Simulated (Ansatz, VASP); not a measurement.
**BN: VASP beside Ansatz**

```xyz
2
Lattice="1.2342 0.7126 3.3273 -1.2342 0.7126 3.3273 0.0000 -1.4251 3.3273" Properties=species:S:1:pos:R:3 pbc="T T T"
N     0.0000    0.0000    6.6604
B     0.0000    0.0000    0.0033
```

Change from the starting cell: volume scaled by 0.96.

Alike in both runs: task single point; functional PBE; k mesh 12 × 12 × 12; occupations fermi-dirac, width 0.05 eV; no spin polarisation.

```csv
,VASP,Ansatz
version,VASP 6.6.1,Ansatz 0.2.0
potentials or method,"VASP PAW PBE potentials, release 64 (N, B)",Ansatz PAW
plane-wave cutoff (eV),520,420
valence electrons in the cell,8,8
```

Ansatz gave:

```
gap on the k mesh at the Fermi level (eV)       : 4.34
least direct gap on the mesh (eV)               : 4.80
pressure (GPa)                                  : 14.3
largest component of the traceless stress (GPa) : 11.49
```

What did VASP give for the same quantities?

gap on the k mesh at the Fermi level (eV): 4.33; least direct gap on the mesh (eV): 4.80; pressure (GPa): 14.4; largest component of the traceless stress (GPa): 11.71.

Caveats: the pressure holds a Pulay correction of +0.6 GPa for the finite cutoff (Ansatz). A k mesh can miss the band edges.
